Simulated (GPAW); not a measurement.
Runs of GPAW 26.7.0 on MgS. Symmetry: P6_3mc, No. 186, hexagonal system. Conventional cell: a = 4.035 Å, b = 4.035 Å, c = 6.432 Å, α = 90.00°, β = 90.00°, γ = 120.00°. S (site symmetry 3m) has 4 Mg at 2.45 to 2.47 Å as nearest neighbours. Mg (site symmetry 3m) has 4 S at 2.45 to 2.47 Å as nearest neighbours. The cell comes from a database or a generator and needn't be the stable form of this composition.

```csv
task,level,potentials or basis,cell,k mesh,band path,band points,gap on the mesh (eV),pressure (GPa),largest force (eV/Å)
single point,TB-mBJ,"GPAW PAW data sets for LDA (gpaw-data 1.2.1), pw",as given,6 × 6 × 4,-,-,5.04,-,-
band structure,LDA,"the program's PAW data sets (release 1.2.1) made for this functional, pw",as given,5 × 5 × 3,"GMKGALHA,LM,KH",80,3.15,-2.1,(a)
single point,PBEsol,"PAW data sets generated in the run's folder for this functional, pw",as given,8 × 8 × 4,-,-,3.27,-0.3,(b)
single point,PBEsol,"PAW data sets generated in the run's folder for this functional, pw","atoms moved at random, drawn with an rms of 0.05 Å",8 × 8 × 4,-,-,3.35,-0.1,0.46
```

Alike in all rows: no spin polarisation; cutoff (eV) 800; smearing fermi-dirac 0.05 eV.

Estimate the missing entries.

(a) 0.05; (b) 0.04.

Caveats: a model potential gives levels but no total energy (some runs); the PAW data sets were made with another functional, which shifts forces and pressure a little (some runs).

